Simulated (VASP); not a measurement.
The system is InPd.

```
In Pd
1.0
     0.00000    2.74607    2.74607
     2.74607    0.00000    2.74607
     2.74607    2.74607    0.00000
In Pd
1 1
Direct
  0.00000 0.00000 0.00000
  0.50000 0.50000 0.50000
```

The cell was built by a generator and needn't be a form met in nature.

| Property | Result |
| --- | --- |
| Program | VASP 6.6.1 |
| Task | relaxation of cell and atoms |
| Functional | RPBE |
| Potentials or basis | VASP PAW PBE potentials, release 64 (In_d, Pd) |
| Cutoff | 600 eV |
| k mesh | 8 × 8 × 8 |
| Occupations | fermi-dirac, width 0.05 eV |
| Spin | no spin polarisation |

At the start: pressure 3.1 GPa; volume 20.71 Å³/atom.

**Question.** How do energy, volume and symmetry change on relaxing?

**Answer.** Over 3 steps the energy falls by 7.1 meV/atom and the volume is 21.49 Å³/atom (+3.8 %); space group Fm-3m (No. 225, to 0.05 Å).

Step by step:
```csv
step,energy change (eV),largest force (eV/Å),pressure (GPa),volume (Å³)
1,0.0000,0.0000,3.06,41.42
2,-0.0105,0.0000,-1.38,43.83
3,-0.0143,0.0000,0.03,42.97
```

Final structure:
```
CELL_PARAMETERS angstrom
0.00000 2.78009 2.78009
2.78009 0.00000 2.78009
2.78009 2.78009 0.00000
ATOMIC_POSITIONS crystal
In 0.00000 0.00000 0.00000
Pd 0.50000 0.50000 0.50000
```

Caveat: the PAW data sets were made with another functional, which shifts forces and pressure a little.
